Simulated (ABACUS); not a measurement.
# ZnSe (Stilleite) (F-43m) in ABACUS: equation of state

Aim: energy against volume of ZnSe (Stilleite) in PBEsol, for its equilibrium volume and stiffness.

Program: ABACUS 3.10.1. These are calculated values, not measurements. Logs are shortened: lines on timing, memory, paths and dates and some standing lists are left out, and cuts for length are marked.

## Step 1: The crystal as given

It takes space group F-43m (No. 216, cubic). The conventional cell has a = 5.668 Å, b = 5.668 Å, c = 5.668 Å, α = 90.00°, β = 90.00°, γ = 90.00°. Se (site symmetry -43m) has 4 Zn at 2.45 Å as nearest neighbours. Around Zn (site symmetry -43m) lie 4 Se at 2.45 Å.

## Step 2: Equation of state, PBEsol, 21.39 Å³/atom (volume scaled by 0.94)

INPUT reads:

```
INPUT_PARAMETERS
suffix              ZnSe
calculation         scf
basis_type          pw
pseudo_dir          ./
symmetry            1
dft_functional      pbesol
ecutwfc             87
pseudo_rcut         7
nspin               1
nbands              22
ks_solver           dav
smearing_method     fd
smearing_sigma      0.00367493
scf_thr             1e-08
scf_nmax            100
mixing_type         broyden
mixing_beta         0.7
cal_force           1
cal_stress          1
kpar                4
```

STRU reads:

```
ATOMIC_SPECIES
Se 78.9710 Se.upf
Zn 65.3800 Zn.upf

LATTICE_CONSTANT
1.8897261246

LATTICE_VECTORS
0.0000000000 2.7759511149 2.7759511149
2.7759511149 0.0000000000 2.7759511149
2.7759511149 2.7759511149 0.0000000000

ATOMIC_POSITIONS
Direct

Se
0.0
1
0.7500000000 0.7500000000 0.7500000000 1 1 1

Zn
0.0
1
0.0000000000 0.0000000000 0.0000000000 1 1 1
```

KPT reads:

```
K_POINTS
0
Gamma
8 8 8 0 0 0
```

Potentials or basis: PseudoDojo NC SR 0.4.1 PBEsol standard, plane waves.

Run with:

```
OMP_NUM_THREADS=1 mpirun -np 4 abacus > log
```

running log:

```text
ABACUS v3.10.1

               Atomic-orbital Based Ab-initio Computation at UStc

 ------------------------------------------------------------------------------------

 READING GENERAL INFORMATION
                           global_out_dir = OUT.ZnSe/
                           global_in_card = INPUT
                               pseudo_dir = ./
                              orbital_dir =
                                    DSIZE = 4
                                    GSIZE = 1

 READING UNITCELL INFORMATION
                                    ntype = 2
                  lattice constant (Bohr) = 1.88973
              lattice constant (Angstrom) = 1

 READING ATOM TYPE 1
                               atom label = Se
                      L=0, number of zeta = 1
                      L=1, number of zeta = 1
                      L=2, number of zeta = 1
             number of atom for this type = 1

 READING ATOM TYPE 2
                               atom label = Zn
                      L=0, number of zeta = 1
                      L=1, number of zeta = 1
                      L=2, number of zeta = 1
             number of atom for this type = 1

                        TOTAL ATOM NUMBER = 2
DIRECT COORDINATES
    atom                   x                   y                   z     mag                  vx                  vy                  vz
taud_Se1            0.7500000000        0.7500000000        0.7500000000  0.0000        0.0000000000        0.0000000000        0.0000000000
taud_Zn1            0.0000000000        0.0000000000        0.0000000000  0.0000        0.0000000000        0.0000000000        0.0000000000

                          Volume (Bohr^3) = 288.71
                             Volume (A^3) = 42.7824

 Lattice vectors: (Cartesian coordinate: in unit of a_0)
                   +0            +2.77595            +2.77595
             +2.77595                  +0            +2.77595
             +2.77595            +2.77595                  +0
 Reciprocal vectors: (Cartesian coordinate: in unit of 2 pi/a_0)
            -0.180118           +0.180118           +0.180118
            +0.180118           -0.180118           +0.180118
            +0.180118           +0.180118           -0.180118
 The esolver type has been set to : ksdft_pw

                PAO radial cut off (Bohr) = 7

 Read in pseudopotential file is Se.upf
                     pseudopotential type = NC
          exchange-correlation functional = PBESOL
                 nonlocal core correction = 1
                        valence electrons = 16
                                     lmax = 2
                           number of zeta = 3
                     number of projectors = 6
                           L of projector = 0
[... 5 lines left out ...]
                PAO radial cut off (Bohr) = 7

 Read in pseudopotential file is Zn.upf
                     pseudopotential type = NC
          exchange-correlation functional = PBESOL
                 nonlocal core correction = 1
                        valence electrons = 20
                                     lmax = 2
                           number of zeta = 4
                     number of projectors = 6
                           L of projector = 0
                           L of projector = 0
                           L of projector = 1
                           L of projector = 1
                           L of projector = 2
                           L of projector = 2
     initial pseudo atomic orbital number = 19

 SETUP THE ELECTRONS NUMBER
            electron number of element Se = 16
      total electron number of element Se = 16
            electron number of element Zn = 20
      total electron number of element Zn = 20
            AUTOSET number of electrons:  = 36
                           occupied bands = 18
                                   NBANDS = 22
                                   NLOCAL = 18

%%%%%%%%%%%%%%%%%%%%%%%%%%%%%%%%%%%%%%%%%%%%%%%%%%%%%%%%%%%%%%%%%%%%%%%%%%%%%%%%%%%%%%%%%%%%%%%%%%%%%%%%%%
 Warning: the number of valence electrons in pseudopotential > 6 for Se: [Ar] 3d10 4s2 4p4
 Warning: the number of valence electrons in pseudopotential > 12 for Zn: [Ar] 3d10 4s2
 Pseudopotentials with additional electrons can yield (more) accurate outcomes, but may be less efficient.
 If you're confident that your chosen pseudopotential is appropriate, you can safely ignore this warning.
%%%%%%%%%%%%%%%%%%%%%%%%%%%%%%%%%%%%%%%%%%%%%%%%%%%%%%%%%%%%%%%%%%%%%%%%%%%%%%%%%%%%%%%%%%%%%%%%%%%%%%%%%%

 SETUP THE PLANE WAVE BASIS
 energy cutoff for charge/potential (unit:Ry) = 348
            fft grid for charge/potential = [ 45, 45, 45 ]
                        fft grid division = [ 1, 1, 1 ]
        big fft grid for charge/potential = [ 45, 45, 45 ]
                                     nbxx = 91125
                                     nrxx = 91125

 SETUP PLANE WAVES FOR CHARGE/POTENTIAL
                    number of plane waves = 31415
                         number of sticks = 1309

 PARALLEL PW FOR CHARGE/POTENTIAL
     PROC   COLUMNS(POT)             PW
        1           1309          31415
 --------------- sum -------------------
        1           1309          31415
[... 62 lines left out ...]
                             BRAVAIS TYPE = 2
                     BRAVAIS LATTICE NAME = 02. Cubic I (body-centered)
                                    ibrav = 2
                       right hand lattice = 1
(for k-lattice: )
                             BRAVAIS TYPE = 2
                     BRAVAIS LATTICE NAME = 02. Cubic I (body-centered)
                                    ibrav = 2
                       right hand lattice = 1
                        ROTATION MATRICES = 48
                               nkstot_ibz = 29
K-POINTS REDUCTION ACCORDING TO SYMMETRY
     IBZ    DIRECT_X    DIRECT_Y    DIRECT_Z  WEIGHT  ibz2bz
       1  0.00000000  0.00000000  0.00000000  0.0020       0
       2  0.12500000  0.12500000  0.12500000  0.0156       1
       3  0.25000000  0.25000000  0.25000000  0.0156       2
       4  0.37500000  0.37500000  0.37500000  0.0156       3
       5  0.50000000  0.50000000  0.50000000  0.0078       4
       6  0.12500000  0.12500000  0.00000000  0.0117       9
[... 21 lines left out ...]
      28 -0.12500000  0.50000000  0.37500000  0.0234     101
      29  0.50000000  0.25000000 -0.25000000  0.0117     166

                               nkstot now = 29
[... K-POINTS DIRECT COORDINATES: 29 rows ...]

           k-point number in this process = 8
       minimum distributed K point number = 7
[... stars of the k points ...]

[... K-POINTS CARTESIAN COORDINATES: 8 rows ...]

[... K-POINTS DIRECT COORDINATES: 8 rows ...]

 SETUP PLANE WAVES FOR WAVE FUNCTIONS
     energy cutoff for wavefunc (unit:Ry) = 87
              fft grid for wave functions = [ 45, 45, 45 ]
                    number of plane waves = 4645
                         number of sticks = 367

 PARALLEL PW FOR WAVE FUNCTIONS
     PROC   COLUMNS(POT)             PW
        1            367           4645
 --------------- sum -------------------
        1            367           4645

 SETUP NONLOCAL PSEUDOPOTENTIALS IN PLANE WAVE BASIS
 Se non-local projectors:
 projector 1 L=0
 projector 2 L=0
 projector 3 L=1
 projector 4 L=1
 projector 5 L=2
 projector 6 L=2
 Zn non-local projectors:
 projector 1 L=0
 projector 2 L=0
 projector 3 L=1
 projector 4 L=1
 projector 5 L=2
 projector 6 L=2
      TOTAL NUMBER OF NONLOCAL PROJECTORS = 36

 Init Non-Local PseudoPotential table :
 Init Non-Local-Pseudopotential done.

                                     npwx = 3960

 Make real space PAO into reciprocal space.
       max mesh points in Pseudopotential = 701
     dq(describe PAO in reciprocal space) = 0.01
                                    max q = 1124

 number of pseudo atomic orbitals for Se is 3
WARNING: norm of atomic wavefunction # 2 of atomic type Se is 0.999994, renormalized
WARNING: norm of atomic wavefunction # 3 of atomic type Se is 0.999458, renormalized

 number of pseudo atomic orbitals for Zn is 4
WARNING: norm of atomic wavefunction # 3 of atomic type Zn is 0.999997, renormalized
WARNING: norm of atomic wavefunction # 4 of atomic type Zn is 0.998493, renormalized

 -------------------------------------------
 SELF-CONSISTENT
 -------------------------------------------
                                 init_chg = atomic

 PW ALGORITHM --------------- ION=   1  ELEC=   1--------------------------------

 Notice: Threshold on eigenvalues was too large.
 hsover_error=0.36 > DRHO=0.064126
 Origin diag ethr = 0.01
 New diag ethr = 0.000178128

 Density error is 0.0660546097786
                          Error Threshold = 0.000178127876193
----------------------------------------------------------
     Energy           Rydberg                 eV
----------------------------------------------------------
 E_KohnSham     -660.1288473988      -8981.5137387965
 E_Harris       -662.5778869624      -9014.8346314891
 E_Fermi        0.7198525605         9.7940965422
----------------------------------------------------------
[... 63 lines left out ...]
 Density error is 4.57477203523e-09
                          Error Threshold = 9.34709694827e-11
----------------------------------------------------------
     Energy           Rydberg                 eV
----------------------------------------------------------
 E_KohnSham     -660.1496490723      -8981.7967600842
 E_KS(sigma->0) -660.1496490720      -8981.7967600801
 E_Harris       -660.1492675327      -8981.7915689714
 E_band         -71.4424520398       -972.0244268324
 E_one_elec     -476.9465577018      -6489.1908262306
 E_Hartree      244.9011055944       3332.0504825831
 E_xc           -92.5102897396       -1258.6670640901
 E_Ewald        -335.5939072246      -4565.9893523385
 E_entropy(-TS) -0.0000000006        -0.0000000081
 E_descf        0.0000000000         0.0000000000
 E_exx          0.0000000000         0.0000000000
 E_Fermi        0.7330563871         9.9737438198
----------------------------------------------------------

 charge density convergence is achieved
 final etot is -8981.7967601 eV
 EFERMI = 9.9737438198 eV

 STATE ENERGY(eV) AND OCCUPATIONS    NSPIN == 1
 1/8 kpoint (Cartesian) = 0.0000 0.0000 0.0000 (3839 pws)
       1       -115.844     0.00390625
       2       -70.1666     0.00390625
       3       -70.1666     0.00390625
       4       -70.1666     0.00390625
       5       -37.8640     0.00390625
       6       -37.8640     0.00390625
[... 134 lines left out ...]
      21        15.6898    5.25468e-52
      22        15.6898    5.25468e-52

[... levels at 2 further k points ...]

------------------------------------------------------------------------------------------
 TOTAL-FORCE (eV/Angstrom)
------------------------------------------------------------------------------------------
                       Se1         0.0000000000         0.0000000000         0.0000000000
                       Zn1         0.0000000000         0.0000000000         0.0000000000
------------------------------------------------------------------------------------------

----------------------------------------------------------------
 TOTAL-STRESS (KBAR)
----------------------------------------------------------------
        30.9012379302         0.0000000000        -0.0000000000
         0.0000000000        30.9012379302        -0.0000000000
         0.0000000000        -0.0000000000        30.9012379302
----------------------------------------------------------------
 TOTAL-PRESSURE: 30.901238 KBAR

 --------------------------------------------
 !FINAL_ETOT_IS -8981.7967600841839158 eV
 --------------------------------------------
```

Wall time 18 s (4 MPI ranks of AMD EPYC 7R43 (Zen 3), shared host); peak memory 0.4 GiB.

What came out:

```yaml
Free_energy: -8981.7968 eV
Pressure: 3.1 GPa
Band_gap_on_the_k_mesh: 1.42 eV, direct
```

## Step 3: Equation of state, PBEsol, 21.85 Å³/atom (volume scaled by 0.96)

INPUT is that of step 2.

STRU, as its differences from that of step 2:

```diff
@@ -8,5 +8,5 @@
 LATTICE_VECTORS
-0.0000000000 2.7759511149 2.7759511149
-2.7759511149 0.0000000000 2.7759511149
-2.7759511149 2.7759511149 0.0000000000
+0.0000000000 2.7955007105 2.7955007105
+2.7955007105 0.0000000000 2.7955007105
+2.7955007105 2.7955007105 0.0000000000
```

KPT is that of step 2.

Potentials or basis: PseudoDojo NC SR 0.4.1 PBEsol standard, plane waves.

Run with:

```
OMP_NUM_THREADS=1 mpirun -np 4 abacus > log
```

Wall time 20 s (4 MPI ranks of AMD EPYC 7R43 (Zen 3), shared host); peak memory 0.4 GiB.

The run converged. Its results:

```yaml
Free_energy: -8981.8098 eV
Pressure: 1.5 GPa
Band_gap_on_the_k_mesh: 1.33 eV, direct
```

## Step 4: Equation of state, PBEsol, 22.30 Å³/atom (volume scaled by 0.98)

INPUT is that of step 3.

STRU, as its differences from that of step 3:

```diff
@@ -8,5 +8,5 @@
 LATTICE_VECTORS
-0.0000000000 2.7955007105 2.7955007105
-2.7955007105 0.0000000000 2.7955007105
-2.7955007105 2.7955007105 0.0000000000
+0.0000000000 2.8147806350 2.8147806350
+2.8147806350 0.0000000000 2.8147806350
+2.8147806350 2.8147806350 0.0000000000
```

KPT is that of step 3.

Run with:

```
OMP_NUM_THREADS=1 mpirun -np 4 abacus > log
```

It took 22 s on 4 MPI ranks of AMD EPYC 7R43 (Zen 3), shared host; peak memory 0.4 GiB.

Results (log left out):

```yaml
Free_energy: -8981.8142 eV
Pressure: 0.1 GPa
Band_gap_on_the_k_mesh: 1.25 eV, direct
```

## Step 5: Equation of state, PBEsol, 22.76 Å³/atom

INPUT is that of step 4.

STRU, as its differences from that of step 4:

```diff
@@ -8,5 +8,5 @@
 LATTICE_VECTORS
-0.0000000000 2.8147806350 2.8147806350
-2.8147806350 0.0000000000 2.8147806350
-2.8147806350 2.8147806350 0.0000000000
+0.0000000000 2.8338000000 2.8338000000
+2.8338000000 0.0000000000 2.8338000000
+2.8338000000 2.8338000000 0.0000000000
```

KPT is that of step 4.

Run with:

```
OMP_NUM_THREADS=1 mpirun -np 4 abacus > log
```

It took 15 s on 4 MPI ranks of AMD EPYC 7R43 (Zen 3), shared host; peak memory 0.4 GiB.

Results (log left out):

```
Free energy            : -8981.8111 eV
Pressure               : -1.2 GPa
Band gap on the k mesh : 1.17 eV, direct
```

## Step 6: Equation of state, PBEsol, 23.21 Å³/atom (volume scaled by 1.02)

INPUT is that of step 5.

STRU, as its differences from that of step 5:

```diff
@@ -8,5 +8,5 @@
 LATTICE_VECTORS
-0.0000000000 2.8338000000 2.8338000000
-2.8338000000 0.0000000000 2.8338000000
-2.8338000000 2.8338000000 0.0000000000
+0.0000000000 2.8525674344 2.8525674344
+2.8525674344 0.0000000000 2.8525674344
+2.8525674344 2.8525674344 0.0000000000
```

KPT is that of step 5.

Potentials or basis: PseudoDojo NC SR 0.4.1 PBEsol standard, plane waves.

Run with:

```
OMP_NUM_THREADS=1 mpirun -np 4 abacus > log
```

Run time: 19 s. Hardware: 4 MPI ranks of AMD EPYC 7R43 (Zen 3), shared host; peak memory 0.4 GiB.

It converged, with:

| Property | Result |
| --- | --- |
| Free energy | -8981.8012 eV |
| Pressure | -2.3 GPa |
| Band gap on the k mesh | 1.09 eV, direct |

## Step 7: Equation of state, PBEsol, 23.67 Å³/atom (volume scaled by 1.04)

INPUT is that of step 6.

STRU, as its differences from that of step 6:

```diff
@@ -8,5 +8,5 @@
 LATTICE_VECTORS
-0.0000000000 2.8525674344 2.8525674344
-2.8525674344 0.0000000000 2.8525674344
-2.8525674344 2.8525674344 0.0000000000
+0.0000000000 2.8710911185 2.8710911185
+2.8710911185 0.0000000000 2.8710911185
+2.8710911185 2.8710911185 0.0000000000
```

KPT is that of step 6.

Run with:

```
OMP_NUM_THREADS=1 mpirun -np 4 abacus > log
```

It took 21 s on 4 MPI ranks of AMD EPYC 7R43 (Zen 3), shared host; peak memory 0.4 GiB.

Results (log left out):

```yaml
Free_energy: -8981.7852 eV
Pressure: -3.3 GPa
Band_gap_on_the_k_mesh: 1.02 eV, direct
```

## Step 8: Equation of state, PBEsol, 24.12 Å³/atom (volume scaled by 1.06)

INPUT is that of step 7.

STRU, as its differences from that of step 7:

```diff
@@ -8,5 +8,5 @@
 LATTICE_VECTORS
-0.0000000000 2.8710911185 2.8710911185
-2.8710911185 0.0000000000 2.8710911185
-2.8710911185 2.8710911185 0.0000000000
+0.0000000000 2.8893788162 2.8893788162
+2.8893788162 0.0000000000 2.8893788162
+2.8893788162 2.8893788162 0.0000000000
```

KPT is that of step 7.

Potentials or basis: PseudoDojo NC SR 0.4.1 PBEsol standard, plane waves.

Run with:

```
OMP_NUM_THREADS=1 mpirun -np 4 abacus > log
```

running log:

```text
ABACUS v3.10.1

               Atomic-orbital Based Ab-initio Computation at UStc

 ------------------------------------------------------------------------------------

 READING GENERAL INFORMATION
                           global_out_dir = OUT.ZnSe/
                           global_in_card = INPUT
                               pseudo_dir = ./
                              orbital_dir =
                                    DSIZE = 4
                                    GSIZE = 1

 READING UNITCELL INFORMATION
                                    ntype = 2
                  lattice constant (Bohr) = 1.88973
              lattice constant (Angstrom) = 1

 READING ATOM TYPE 1
                               atom label = Se
                      L=0, number of zeta = 1
                      L=1, number of zeta = 1
[... 369 lines left out ...]
       1       -117.404     0.00390625
       2       -71.7196     0.00390625
       3       -71.7196     0.00390625
       4       -71.7196     0.00390625
       5       -39.4377     0.00390625
       6       -39.4377     0.00390625
[... 134 lines left out ...]
      21        13.7681    2.55250e-53
      22        13.7681    2.55250e-53

[... levels at 2 further k points ...]

------------------------------------------------------------------------------------------
 TOTAL-FORCE (eV/Angstrom)
------------------------------------------------------------------------------------------
                       Se1         0.0000000000         0.0000000000         0.0000000000
                       Zn1         0.0000000000         0.0000000000         0.0000000000
------------------------------------------------------------------------------------------

----------------------------------------------------------------
 TOTAL-STRESS (KBAR)
----------------------------------------------------------------
       -42.2929844301        -0.0000000000        -0.0000000000
        -0.0000000000       -42.2929844301         0.0000000000
        -0.0000000000         0.0000000000       -42.2929844301
----------------------------------------------------------------
 TOTAL-PRESSURE: -42.292984 KBAR

 --------------------------------------------
 !FINAL_ETOT_IS -8981.7637410021379765 eV
 --------------------------------------------
```

Wall time 19 s (4 MPI ranks of AMD EPYC 7R43 (Zen 3), shared host); peak memory 0.4 GiB.

What came out:

```
Free energy            : -8981.7637 eV
Pressure               : -4.2 GPa
Band gap on the k mesh : 0.95 eV, direct
```

## Step 9: Equation of state, PBEsol

Potentials or basis: PseudoDojo NC SR 0.4.1 PBEsol standard, plane waves.

No new run: the results of the series are fitted here.

Results:

```yaml
Equilibrium_volume: 22.33 Å³/atom
Bulk_modulus: 65 GPa
Pressure_derivative_of_the_bulk_modulus: 4.6
```

Energy against volume, from the lowest point:
```
volume (Å³/atom)  energy (meV/atom)
          21.391               8.74
          21.846               2.24
          22.301               0.00
          22.757               1.57
          23.212               6.54
          23.667              14.54
          24.122              25.25
```
